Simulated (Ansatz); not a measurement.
**Effect of uniaxial strain ε_xx = −4.70 % on CaF2**

Base system: CaF2 in the fluorite structure (space group Fm-3m, No. 225; a = 5.4391 Å). Axes: x, y, z lie along the cube axes.

It is then changed as follows: uniaxial strain ε_xx = −4.70 %, all other strain components held at zero; the atoms relax in the strained cell.

Computed with r2SCAN (Ansatz, a first-principles code; PAW; 500 eV plane waves; no spin-orbit coupling). k-mesh 11×11×11 (Γ-centred); smearing 0.05 eV (Fermi–Dirac).

```csv
quantity,base,changed,shift
space group,Fm-3m (No. 225),I4/mmm (No. 139),–
shortest interatomic distance,2.355 Å,2.319 Å,-0.036 Å
energy relative to the base (free energy F),0 meV/atom,+17 meV/atom,+17 meV/atom
"pressure (mean of the normal stresses, compression positive)",0.0 kbar,48.2 kbar,+48.2 kbar
band gap,8.03 eV,8.06 eV,+0.03 eV
gap character,–,"indirect, M → Γ",–
electron mass,0.56 mₑ (at Γ),0.57 mₑ (at Γ),–
"stress (xx, yy, zz, yz, xz, xy; compression positive)",–,"(9.00, 2.73, 2.73, 0.00, 0.00, 0.00) GPa",–
```

Effective masses come from finite differences of ±0.01 Å⁻¹. No phonon test of stability was made. k-point labels follow each cell's own Brillouin zone.
